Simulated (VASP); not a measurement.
Write the native input for VASP 6.6.1 that does the following.

```
Task                      : vibrations by finite differences
Functional                : PBE
Potentials or basis       : VASP PAW PBE potentials, release 64 (Si, Mo_sv)
Cutoff                    : 520 eV
k mesh                    : 6 × 6 × 6
Occupations               : gaussian, width 0.1 eV
Spin                      : no spin polarisation
Ions in elastic constants : relaxed
Further INCAR settings    : ALGO = Normal; EDIFF = 1e-08; NBANDS = 18; IBRION = 6; POTIM = 0.015; NSW = 1; ISIF = 3
```

The structure of Si2Mo lies in POSCAR:

```
Si2Mo                                   
1.0
   -1.6083891837      1.6083891837      3.9372184621
    1.6083891837     -1.6083891837      3.9372184621
    1.6083891837      1.6083891837     -3.9372184621
  Si              Mo            
     2     1
Direct
     0.3348252242172975    0.3348252242172975    0.0000000000000000
     0.6651747757827025    0.6651747757827025    0.0000000000000000
     0.0000000000000000    0.0000000000000000    0.0000000000000000
```

These files were run (other wordings do the same):

INCAR

```
SYSTEM = Si2Mo
PREC     = Accurate       ! precision mode
ENCUT    = 520            ! plane-wave cutoff, eV
EDIFF    = 1E-8           ! SCF threshold, eV
ISMEAR   = 0              ! smearing method
SIGMA    = 0.1            ! smearing width, eV
LREAL    = .FALSE.        ! projectors in reciprocal space
LASPH    = .TRUE.         ! aspherical terms in the spheres
NELM     = 80             ! most SCF steps
ALGO     = Normal         ! electronic algorithm
ISIF     = 3              ! what is computed and relaxed
LWAVE    = .FALSE.        ! write WAVECAR
LCHARG   = .FALSE.        ! write CHGCAR
GGA      = PE             ! functional
NBANDS   = 18             ! bands
IBRION   = 6              ! ionic algorithm
NFREE    = 2            
POTIM    = 0.015          ! step
NSW      = 1              ! ionic steps
KPAR     = 4
```

KPOINTS

```
regular mesh
0
G
  6 6 6
  0 0 0
```

Potentials or basis: VASP PAW PBE potentials, release 64 (Si, Mo_sv).

Run with:

```bash
$ cat potpaw_PBE.64/Si/POTCAR potpaw_PBE.64/Mo_sv/POTCAR > POTCAR
$ mpirun -np 4 vasp_std > vasp.out
```

It gave:

The voigt bulk modulus is 206 GPa and the highest phonon frequency at Γ is 434 cm⁻¹.

Caveat: the k mesh is coarse (spacing up to 0.46 Å⁻¹), so the values aren't converged; elastic constants of metals need much finer meshes, so these are rough.

It took 5 min on 4 MPI ranks on Intel(R) Xeon(R) Platinum 8375C CPU @ 2.90GHz (Ice Lake) (shared host), peak memory 0.27 GiB a rank.
